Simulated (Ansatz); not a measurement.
# ZnO: element swaps in one structure

One table from this session's results is given with a row withheld; the runs are named, their logs left out.

Program: Ansatz 0.2.0. Level of theory: DFT r2SCAN, scalar-relativistic, plane waves, PAW. These are calculated values, not measurements.

1 further run of the same task is left out (set aside as unsound or not needed).

### The structure to begin with

Symmetry: P6_3mc, No. 186, hexagonal system. The conventional cell has a = 3.235 Å, b = 3.235 Å, c = 5.212 Å, α = 90.00°, β = 90.00°, γ = 120.00°. Around Zn (site symmetry 3m) lie 4 O at 1.97 to 1.98 Å. O (site symmetry 3m) is surrounded by 4 Zn at 1.97 to 1.98 Å.

Coordinates:

```xyz
4
Lattice="3.2349 0.0000 0.0000 -1.6174 2.8015 0.0000 0.0000 0.0000 5.2123" Properties=species:S:1:pos:R:3 pbc="T T T"
Zn    1.6174    0.9338    2.6084
Zn    0.0000    1.8677    0.0022
O     1.6174    0.9338    4.5862
O     0.0000    1.8677    1.9801
```

It goes back to an entry of the Materials Project.

It is the result of an earlier relaxation at this level (volume 11.81 Å³/atom; gap on the mesh: 1.24 eV).

Set-up of the first run:

input.yaml reads:

```yaml
crystal:
  lattice:
    - [3.4933024976, 0.0, 0.0]
    - [-1.7466512488, 3.025288706, 0.0]
    - [0.0, 0.0, 5.6287224314]
  atoms:
    - { symbol: Pb, position: [0.6666666667, 0.3333333333, 0.5004294475] }
    - { symbol: Pb, position: [0.3333333333, 0.6666666667, 0.0004294475] }
    - { symbol: O, position: [0.6666666667, 0.3333333333, 0.8798805525] }
    - { symbol: O, position: [0.3333333333, 0.6666666667, 0.3798805525] }
basis:
  ecutwfc: 500
kpoints:
  mp_grid: { grid: [6, 6, 4] }
hamiltonian:
  xc: r2scan
scf:
  occupations: { method: gaussian, width: 0.1 }
output:
  forces: true
  stress: true
  eigenvalues: true
```

The run is started by

```sh
$ ansatz run input.yaml --threads 1 --pin off --max-ram 2560MiB --backend cpu --events-out ev --progress --plain --runs-dir out
```

Among the steps run: A first look at the start (PbO); A loose first relaxation (PbO); Relaxing cell and atoms (PbO); Seeking the band edges (PbO).

One table of the session follows, with a row left open; its other results are not shown here.

Lengths are those of the vectors of the cell that was run:

```
          swap  volume (Å³/atom)  a (Å)  b (Å)  c (Å)  ΔH_f (eV/atom)
          none             11.81  3.235  3.235  5.212          -1.637
         O → S             19.58  3.806  3.806  6.243          -0.979
O → S, Zn → Cd                 ?      ?      ?      ?               ?
       Zn → Pb             21.45  4.198  4.198  5.622          -0.996
```

Estimate the missing values for O → S, Zn → Cd.

The run gave: volume (Å³/atom): 25.39; a (Å): 4.164; b (Å): 4.164; c (Å): 6.765; ΔH_f (eV/atom): -0.809. In the column «volume (Å³/atom)» it is the highest.

Lengths are those of the computed cell. Rows of earlier swaps come from the sessions before.
